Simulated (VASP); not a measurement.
ZnS:

```xyz
2
Lattice="0.0000 2.6803 2.6803 2.6803 0.0000 2.6803 2.6803 2.6803 0.0000" Properties=species:S:1:pos:R:3 pbc="T T T"
Zn    1.3402    1.3402    1.3402
S     0.0000    0.0000    0.0000
```

Program: VASP 6.6.1. Alike in all runs: task band structure; no spin polarisation; cell as given; k mesh 10 × 10 × 10; cutoff (eV) 520; smearing gaussian 0.03 eV.

Problem. Order these runs on this cell by their band gap on the k mesh, lowest first.
A. level TB-mBJ; potentials or basis VASP PAW PBE potentials, release 64 (Zn, S)
B. level r2SCAN; potentials or basis VASP PAW PBE potentials, release 64 (Zn, S)
C. level PBE; potentials or basis VASP PAW PBE potentials, release 64 (Zn, S)
D. level LDA; potentials or basis VASP PAW LDA potentials, release 64 (Zn, S)

Solution. D (2.00 eV), C (2.22 eV), B (2.79 eV), A (3.79 eV).

